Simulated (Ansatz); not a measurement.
**Carriers in CsCl (Pm-3m)**

```
Cs Cl
1.0
     3.96923    0.00000    0.00000
     0.00000    3.96923    0.00000
     0.00000    0.00000    3.96923
Cs Cl
1 1
Direct
  0.00000 0.00000 0.00000
  0.50000 0.50000 0.50000
```

The conventional cell has a = 3.969 Å, b = 3.969 Å, c = 3.969 Å, α = 90.00°, β = 90.00°, γ = 90.00°. Around Cs (atom 1) lie 8 Cl at 3.44 Å. Cl (atom 2) has 8 Cs at 3.44 Å as nearest neighbours.

Unless marked otherwise, the numbers come from LDA, all-electron LAPW in Ansatz 0.2.0, with spin-orbit coupling. k mesh 6×6×6, fixed occupations, basis error target 1 meV/atom. The cell was relaxed by PAW under this functional, which moved its volume by -11 % from the database entry's.

Extrema are searched on a 8×8×8 mesh and refined by Newton steps; masses come from band slopes 0.005 Å⁻¹ away, 1/m* = (1/ħ²) d²E/dk², negative for holes (the finite step makes the lightest masses up to about 3 % heavy). k is in units of the reciprocal vectors.

Q: Where are the band edges, and is the gap direct?

A: The valence maximum lies at Gamma (0.000, 0.000, 0.000) and the conduction minimum at Gamma (0.000, 0.000, 0.000), so the Kohn-Sham gap of 4.904 eV is direct. A further conduction extremum at M (0.000, -0.500, -0.500) lies 0.757 eV from the edge (3 equivalent points). A further valence extremum at M (0.000, -0.500, -0.500) lies 0.231 eV from the edge (3 equivalent points).

Q: Several bands lie at or near the electron edge, or its surface isn't an ellipsoid. What are the masses by direction?

A: 

| direction | branch from the edge (spin pairs averaged) | its level at the point (eV from the edge) | m*/mₑ |
| --- | --- | --- | --- |
| 100 | 1 | 0.000 | 1.25 |
| 100 | 2 | 0.000 | 0.325 |
| 110 | 1 | 0.000 | 0.732 |
| 110 | 2 | 0.000 | 0.399 |
| 111 | 1 | 0.000 | 0.526 |
| 111 | 2 | 0.000 | 0.507 |
| 11-2 | 1 | 0.000 | 0.732 |
| 11-2 | 2 | 0.000 | 0.399 |

Q: Several bands lie at or near the hole edge, or its surface isn't an ellipsoid. What are the masses by direction?

A: 

```
direction  branch from the edge (spin pairs averaged)  its level at the point (eV from the edge)   m*/mₑ
      100                                           1                                      0.000   -2.43
      100                                           2                                      0.000  -0.627
      100                                           3                                     -0.257   -1.22
      110                                           1                                      0.000   -2.64
      110                                           2                                      0.000  -0.614
      110                                           3                                     -0.257   -1.22
      111                                           1                                      0.000   -2.72
      111                                           2                                      0.000   -0.61
      111                                           3                                     -0.257   -1.22
     11-2                                           1                                      0.000   -2.64
     11-2                                           2                                      0.000  -0.614
     11-2                                           3                                     -0.257   -1.22
```

Q: What gap does PAW give in the same cell?

A: 4.905 eV, 1 meV from the LAPW value.

Q: What does spin-orbit coupling change?

A: The gap goes from 4.991 to 4.904 eV. The valence levels at the maximum lie at 0.000, 0.000, -0.257 eV (pairs).

Q: Cells strained by ±0.5 % (all lengths, zz alone, equal engineering shears γ in yz, zx, xy; ions relaxed) give deformation potentials. How do the edge levels move, in eV per unit strain against the centre of the top valence set?

A: 

| point | k | side | bands | level (eV) | d/dlnV | d/dε_zz | d/dγ | split/ε_zz | split/γ |
| --- | --- | --- | --- | --- | --- | --- | --- | --- | --- |
| Gamma | 0.00 0.00 0.00 | valence | 4 | 0.000 | 0.00 | 0.00 | 0.00* | 1.94 | 2.12 |
| M | 0.00 0.50 0.50 | valence | 2 | -0.231 | 1.11 | 2.43 | 0.00 | – | – |
| M | 0.50 0.50 0.00 | valence | 2 | -0.231 | 1.11 | -1.54 | 0.00 | – | – |
| X | 0.00 -0.50 0.00 | conduction | 2 | 6.128 | 0.33 | 1.56 | 0.00* | – | – |
| X | 0.00 0.00 -0.50 | conduction | 2 | 6.128 | 0.33 | -2.14 | 0.00* | – | – |

The quartet at Γ splits by 2|b|ε_zz and by 2√3|d|(γ/2), so |b| = 0.97 eV and |d| = 1.23 eV.

Sets with another level within 0.15 eV are left out, since it mixes in under strain; the reference set stays in any case. Entries marked * vanish by symmetry to first order; what they show is the residue of the finite step. These cells use a basis error target of 0.5 meV/atom.

Keep in mind: semilocal gaps are low, and what follows the gap (onsets, screening, light masses) shifts with it; the frozen-core PAW files of the compared runs were fitted under PBE, their cores solved anew for this functional.
